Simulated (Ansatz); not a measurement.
# Nb (Fm-3m) in Ansatz: a series of runs

Runs on Nb. Level: PBEsol. Tasks: single point, equation of state.

Everything below comes from runs of Ansatz 0.2.0. Logs are shortened: lines on timing, memory, paths and dates and some standing lists are left out, and cuts for length are marked.

### 1 Starting point

It takes space group Fm-3m (No. 225, cubic). Conventional cell: a = 4.230 Å, b = 4.230 Å, c = 4.230 Å, α = 90.00°, β = 90.00°, γ = 90.00°. Around Nb (site symmetry m-3m) lie 12 Nb at 2.99 Å.

This isn't the form of Nb at room conditions, which is bcc.

### 2 Single point, PBEsol, 17.79 Å³/atom (volume scaled by 0.94)

Input file input.yaml:

```yaml
crystal:
  lattice:
    - [0.0, 2.0718246199, 2.0718246199]
    - [2.0718246199, 0.0, 2.0718246199]
    - [2.0718246199, 2.0718246199, 0.0]
  atoms:
    - { symbol: Nb, position: [0.0, 0.0, 0.0] }
hamiltonian:
  xc: pbesol
  pseudopotentials: { kind: paw }
kpoints:
  mp_grid: { grid: [11, 11, 11] }
scf:
  occupations: { method: fermi_dirac, width: 0.05 }
output:
  forces: true
  stress: true
  eigenvalues: true
```

Potentials or basis: Ansatz PAW.

Run with:

```bash
ansatz run input.yaml --threads 2 --pin off --max-ram 5632MiB --backend cpu --events-out ev --progress --plain --runs-dir out
```

The log of the run:

```text
Warning: RAYON_NUM_THREADS=2 ignored (pool sized by the plan → 2); use --threads N
Engine: ansatz 0.2.0, aarch64-unknown-linux-gnu
Pseudopotentials: kind: paw
Pseudopotential: Nb, paw, valence charge 13, recommended cutoff 420 eV (normal), Nb.paw.azcp
Functional definition: PBEsol
  exchange = pbesol_x
  correlation = pbesol_c
Crystal: 1 atoms, lattice volume = 17.786 Å³
Basis set: ecut = 420 eV, 331 PW (Γ), exchange–correlation on 40×40×40 points (8 copies of the dense FFT grid, shifted against one another)
Bands: 11, of which v1, the nominal top of the filled ones, is band 7 counted from 1 (6 counted from 0)
Symmetry: 48 space group operations
Space group: Fm-3m (ITA 225), of the structure as read, at distance tolerance 2.6e-5 Å
k-points: 56 of 1331
Non-local potential: Nb, projectors of the file, l = 0: 3, l = 1: 2, l = 2: 2, l = 3: 1
PAW form: soft (Blöchl's): semilocal exchange-correlation on the pseudo side does not see the compensation charge
PAW frozen core: Nb, regenerated for the run's functional, and the local potential with it (the file was generated under x = pbe(κ = 0.804, μ = 0.2195149727645171), c = pbe(β = 0.06672455060314922))
PAW one-centre angular grid: Nb, 590 points (default); XC on 64 Gauss nodes
Initial density: superposition of atomic densities (neutral atoms: chi_scale 0, normalization atom), corrected by the library's trained network
Initial wavefunctions: pseudopotential atomic-orbital guess
Functional: x = pbesol(κ = 0.804, μ = 0.12345679012345678), c = pbesol(β = 0.046)
SCF iter   1: F=—  HF=-4495.112202 eV  |F-HF|=—  |Δ(HF+E_count)|=         —  Δρ=4.61e-3  dr2=1.48e-3  ethr=1.77e-3  ⟨swp⟩=5.0  Hψ=3609  notcnv=0
preconditioner: auto → none  [metal: Δε(μ)=0.065 eV  Ē_g=7.530 eV  σ=0.050 eV  W_gap=0.30  n_scr=0 (ndim 8)  ℏωp=19.7 eV  f_vac=0.000  D(μ)=1.37/eV (n_scr^D=14)]
SCF iter   2: F=—  HF=-4495.112001 eV  |F-HF|=—  |Δ(HF+E_count)|=   2.02e-4  Δρ=2.19e-3  dr2=2.14e-4  ethr=1.14e-5  ⟨swp⟩=2.3  Hψ=1288  notcnv=0
SCF iter   3: F=—  HF=-4495.112012 eV  |F-HF|=—  |Δ(HF+E_count)|=   1.13e-5  Δρ=5.57e-4  dr2=1.58e-5  ethr=1.64e-6  ⟨swp⟩=1.0  Hψ=611  notcnv=0
SCF iter   4: F=—  HF=-4495.112013 eV  |F-HF|=—  |Δ(HF+E_count)|=   1.34e-6  Δρ=4.66e-5  dr2=1.50e-7  ethr=1.22e-7  ⟨swp⟩=2.0  Hψ=867  notcnv=0
iter 5 did not close the SCF: its close was put off for the readings that it lacked (scf_convergence_deferred on its scf_iter line)
SCF iter   5: F=-4495.112013 eV  HF=-4495.112013 eV  |F-HF|=1.44e-9  |Δ(HF+E_count)|=   2.95e-9  Δρ=5.86e-6  dr2=2.43e-9  ethr=1.16e-9  ⟨swp⟩=2.4  Hψ=978  notcnv=0
SCF iter   6: F=-4495.112013 eV  HF=-4495.112013 eV  |F-HF|=4.82e-11  |Δ(HF+E_count)|=  7.99e-10  Δρ=1.13e-6  dr2=8.09e-11  ethr=1.87e-11  ⟨swp⟩=1.3  Hψ=1899  notcnv=0
SCF 1 converged in 6 iterations: F = -4495.112013 eV  dr2 = 8.09e-11
SCF converged after 6 iterations
Free energy (F): -4495.112013 eV
Harris-Foulkes:  -4495.112013 eV  (|F-HF|=4.82e-11)
Internal energy: -4495.100642 eV  (E = F + TS)
E sigma→0 (E₀):  -4495.106327 eV
Entropy (-TS):   -0.011372 eV (-11.372 meV/atom)
Fermi energy:    18.290667 eV
--- Per-component energies (eV) ---
  E_band       = -64.778429
  E_kinetic    = 395.897317
  E_local      = -687.454485  (includes V_loc(G=0)·N_el)
  E_nonlocal   = 121.684399
  E_hartree    = 213.469829
  E_xc         = -174.715481
  E_vxc        = -212.806702  (∫ρ·V_xc dr)
  E_paw        = -3017.840082  (= ΣΔE_a)
  E_vpaw       = -109.038470  (= ΣTr[D̂ρ^β])
  E_aug_tail   = 0.000007  (compensation charges beyond the density's cutoff)
  E_ewald      = -1346.330855
  E_core_change = 0.188709  (= ΣΔE_core)
  E_smearing   = -0.011372  (= −TS)
  E_closure    = 0.000000  (closes the sum)
  Σ components = -4495.112013   (vs F -4495.112013, Δ=0.00e0)
--- Forces (eV/Å), atoms counted from 1 ---
  atom   1  Nb    -0.00000000     0.00000000    -0.00000000
  max |Σ_I F_I| component: 1.85e-32 eV/Å
--- Stress (GPa, compression-positive) ---
        2.988488      -0.000000       0.000000
        0.000000       2.988488      -0.000000
        0.000000      -0.000000       2.988488
  P = ⅓ Tr σ = 2.9885 GPa (29.885 kbar)
--- Band table (eV; the first three rows and the last of 56) ---
  k-point 0: bands = ["-36.3219", "-11.6367", "-11.6367", "-11.6367", "11.9403", "18.3436", "18.3436", "18.3436", "21.1409", "21.1409", "30.0907"]
  k-point 1: bands = ["-36.3029", "-11.7581", "-11.6515", "-11.6515", "12.2636", "18.0971", "18.4897", "18.4897", "21.0100", "21.0100", "30.7338"]
  k-point 2: bands = ["-36.2516", "-12.0758", "-11.6910", "-11.6910", "13.1021", "17.6390", "18.7464", "18.7464", "20.8984", "20.8984", "31.5710"]
  k-point 55: bands = ["-35.9994", "-12.6101", "-12.5342", "-12.1337", "15.4418", "16.6767", "17.5319", "20.3388", "23.6538", "28.2166", "28.8920"]
```

Wall time 0.47 s (2 threads of Arm Neoverse V2, shared host); peak memory 0.25 GiB.

What came out:

| Quantity | Value |
| --- | --- |
| Free energy | -4495.1120 eV |
| Pressure | 3.0 GPa |
| Band gap on the k mesh | none (metal or under the smearing width) |

Caveat: the PAW data sets come from PBE, with cores solved anew for the run's functional, which leaves a small shift of forces and pressure.

### 3 Single point, PBEsol, 18.16 Å³/atom (volume scaled by 0.96)

Edit input.yaml of step 2 so:

```diff
@@ -2,5 +2,5 @@
   lattice:
-    - [0.0, 2.0718246199, 2.0718246199]
-    - [2.0718246199, 0.0, 2.0718246199]
-    - [2.0718246199, 2.0718246199, 0.0]
+    - [0.0, 2.0864154149, 2.0864154149]
+    - [2.0864154149, 0.0, 2.0864154149]
+    - [2.0864154149, 2.0864154149, 0.0]
   atoms:
```

Potentials or basis: Ansatz PAW.

Run with:

```bash
ansatz run input.yaml --threads 2 --pin off --max-ram 5632MiB --backend cpu --events-out ev --progress --plain --runs-dir out
```

Wall time 0.52 s (2 threads of Arm Neoverse V2, shared host); peak memory 0.25 GiB.

The run converged. Its results:

```
Free energy            : -4495.1145 eV
Pressure               : -0.8 GPa
Band gap on the k mesh : none (metal or under the smearing width)
```

Caveat: the PAW data sets come from PBE, with cores solved anew for the run's functional, which leaves a small shift of forces and pressure.

### 4 Single point, PBEsol, 18.54 Å³/atom (volume scaled by 0.98)

Input file input.yaml:

```yaml
crystal:
  lattice:
    - [0.0, 2.1008049414, 2.1008049414]
    - [2.1008049414, 0.0, 2.1008049414]
    - [2.1008049414, 2.1008049414, 0.0]
  atoms:
    - { symbol: Nb, position: [0.0, 0.0, 0.0] }
hamiltonian:
  xc: pbesol
  pseudopotentials: { kind: paw }
kpoints:
  mp_grid: { grid: [11, 11, 11] }
scf:
  occupations: { method: fermi_dirac, width: 0.05 }
output:
  forces: true
  stress: true
  eigenvalues: true
  write_density: true
  write_potential: true
  elf: true
  volumetric_format: npy
```

Run with:

```bash
ansatz run input.yaml --threads 2 --pin off --max-ram 5632MiB --backend cpu --events-out ev --progress --plain --runs-dir out
```

It took 0.68 s on 2 threads of Arm Neoverse V2, shared host; peak memory 0.26 GiB.

The run converged. Its results:

| Item | Value |
| --- | --- |
| Free energy | -4495.1084 eV |
| Pressure | -4.3 GPa |
| Band gap on the k mesh | none (metal or under the smearing width) |

Caveat: the PAW data sets come from PBE, with cores solved anew for the run's functional, which leaves a small shift of forces and pressure.

### 5 Single point, PBEsol, 18.92 Å³/atom

Input file input.yaml:

```yaml
crystal:
  lattice:
    - [0.0, 2.115, 2.115]
    - [2.115, 0.0, 2.115]
    - [2.115, 2.115, 0.0]
  atoms:
    - { symbol: Nb, position: [0.0, 0.0, 0.0] }
hamiltonian:
  xc: pbesol
  pseudopotentials: { kind: paw }
kpoints:
  mp_grid: { grid: [11, 11, 11] }
scf:
  occupations: { method: fermi_dirac, width: 0.05 }
output:
  forces: true
  stress: true
  eigenvalues: true
```

Run with:

```bash
ansatz run input.yaml --threads 2 --pin off --max-ram 5632MiB --backend cpu --events-out ev --progress --plain --runs-dir out
```

It took 0.52 s on 2 threads of Arm Neoverse V2, shared host; peak memory 0.25 GiB.

The run converged. Its results:

```
Free energy            : -4495.0946 eV
Pressure               : -7.4 GPa
Band gap on the k mesh : none (metal or under the smearing width)
```

Caveat: the PAW data sets come from PBE, with cores solved anew for the run's functional, which leaves a small shift of forces and pressure.

### 6 Single point, PBEsol, 19.30 Å³/atom (volume scaled by 1.02)

Edit input.yaml of step 5 so:

```diff
@@ -2,5 +2,5 @@
   lattice:
-    - [0.0, 2.115, 2.115]
-    - [2.115, 0.0, 2.115]
-    - [2.115, 2.115, 0.0]
+    - [0.0, 2.1290070307, 2.1290070307]
+    - [2.1290070307, 0.0, 2.1290070307]
+    - [2.1290070307, 2.1290070307, 0.0]
   atoms:
```

Potentials or basis: Ansatz PAW.

Run with:

```bash
ansatz run input.yaml --threads 2 --pin off --max-ram 5632MiB --backend cpu --events-out ev --progress --plain --runs-dir out
```

Run time: 0.54 s. Hardware: 2 threads of Arm Neoverse V2, shared host; peak memory 0.26 GiB.

The run converged. Its results:

* Free energy: -4495.0738 eV
* Pressure: -10.2 GPa
* Band gap on the k mesh: none (metal or under the smearing width)

Caveat: the PAW data sets come from PBE, with cores solved anew for the run's functional, which leaves a small shift of forces and pressure.

### 7 Single point, PBEsol, 19.68 Å³/atom (volume scaled by 1.04)

Edit input.yaml of step 6 so:

```diff
@@ -2,5 +2,5 @@
   lattice:
-    - [0.0, 2.1290070307, 2.1290070307]
-    - [2.1290070307, 0.0, 2.1290070307]
-    - [2.1290070307, 2.1290070307, 0.0]
+    - [0.0, 2.1428321391, 2.1428321391]
+    - [2.1428321391, 0.0, 2.1428321391]
+    - [2.1428321391, 2.1428321391, 0.0]
   atoms:
```

Run with:

```bash
ansatz run input.yaml --threads 2 --pin off --max-ram 5632MiB --backend cpu --events-out ev --progress --plain --runs-dir out
```

Run time: 0.55 s. Hardware: 2 threads of Arm Neoverse V2, shared host; peak memory 0.26 GiB.

The run converged. Its results:

- Free energy: -4495.0468 eV
- Pressure: -12.7 GPa
- Band gap on the k mesh: none (metal or under the smearing width)

Caveat: the PAW data sets come from PBE, with cores solved anew for the run's functional, which leaves a small shift of forces and pressure.

### 8 Single point, PBEsol, 20.06 Å³/atom (volume scaled by 1.06)

Edit input.yaml of step 7 so:

```diff
@@ -2,5 +2,5 @@
   lattice:
-    - [0.0, 2.1428321391, 2.1428321391]
-    - [2.1428321391, 0.0, 2.1428321391]
-    - [2.1428321391, 2.1428321391, 0.0]
+    - [0.0, 2.1564811194, 2.1564811194]
+    - [2.1564811194, 0.0, 2.1564811194]
+    - [2.1564811194, 2.1564811194, 0.0]
   atoms:
```

Run with:

```bash
ansatz run input.yaml --threads 2 --pin off --max-ram 5632MiB --backend cpu --events-out ev --progress --plain --runs-dir out
```

Wall time 0.55 s (2 threads of Arm Neoverse V2, shared host); peak memory 0.26 GiB.

Results (log left out):

```yaml
Free_energy: -4495.0141 eV
Pressure: -15.0 GPa
Band_gap_on_the_k_mesh: none (metal or under the smearing width)
```

Caveat: the PAW data sets come from PBE, with cores solved anew for the run's functional, which leaves a small shift of forces and pressure.

### 9 Equation of state, PBEsol

Potentials or basis: Ansatz PAW.

No new run: the results of the series are fitted here.

Results:

| Item | Value |
| --- | --- |
| Equilibrium volume | 18.08 Å³/atom |
| Bulk modulus | 178 GPa |
| Pressure derivative of the bulk modulus | 4.0 |

Energy against volume, from the lowest point:
```csv
volume (Å³/atom),energy (meV/atom)
17.786,2.49
18.165,0.00
18.543,6.07
18.922,19.89
19.300,40.68
19.679,67.74
20.057,100.45
```
